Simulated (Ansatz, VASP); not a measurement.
**Two plane-wave programs on HfB4**

```
Hf B
1.0
     3.13811    0.00000    0.00000
    -1.56906    2.71769    0.00000
     0.00000    0.00000    6.29934
Hf B
1 4
Cartesian
  0.0000 0.0000 0.0000
  0.0000 1.8118 4.6797
  1.5691 0.9059 4.6797
  0.0000 1.8118 1.6197
  1.5691 0.9059 1.6197
```

Alike in both runs: task relaxation of cell and atoms; functional PBE; dispersion D3(BJ); k mesh 6 × 6 × 4; occupations gaussian, width 0.1 eV; no spin polarisation.

|  | VASP | Ansatz |
| --- | --- | --- |
| version | VASP 6.6.1 | Ansatz 0.2.0 |
| potentials or method | VASP PAW PBE potentials, release 64 (Hf_pv, B) | scalar-relativistic, plane waves, PAW |
| plane-wave cutoff (eV) | 600 | 420 |
| valence electrons in the cell | 22 | 38 |

VASP gave:

| Item | Value |
| --- | --- |
| gap on the k mesh at the Fermi level, each at its own relaxed structure (eV) | none |
| relaxed volume (Å³/atom) | 8.74 |
| relaxed cell length with the largest relative difference (Å) | 3.091 |
| energy change over the relaxation (meV/atom) | -362 |

Question: Estimate Ansatz's values.

Answer: gap on the k mesh at the Fermi level, each at its own relaxed structure (eV): none; relaxed volume (Å³/atom): 8.75; relaxed cell length with the largest relative difference (Å): 3.092; energy change over the relaxation (meV/atom): -362.

A gap of «none» marks a metal or a gap that the smearing closes. The two sets of potentials don't hold the same shells in valence.

Caveats: the k mesh is coarse (spacing up to 0.39 Å⁻¹), so the values aren't converged; the volume moved by over 15 % at a fixed basis, so the end points are rough. The runs have no spin-orbit coupling, so splittings on Hf are missing.
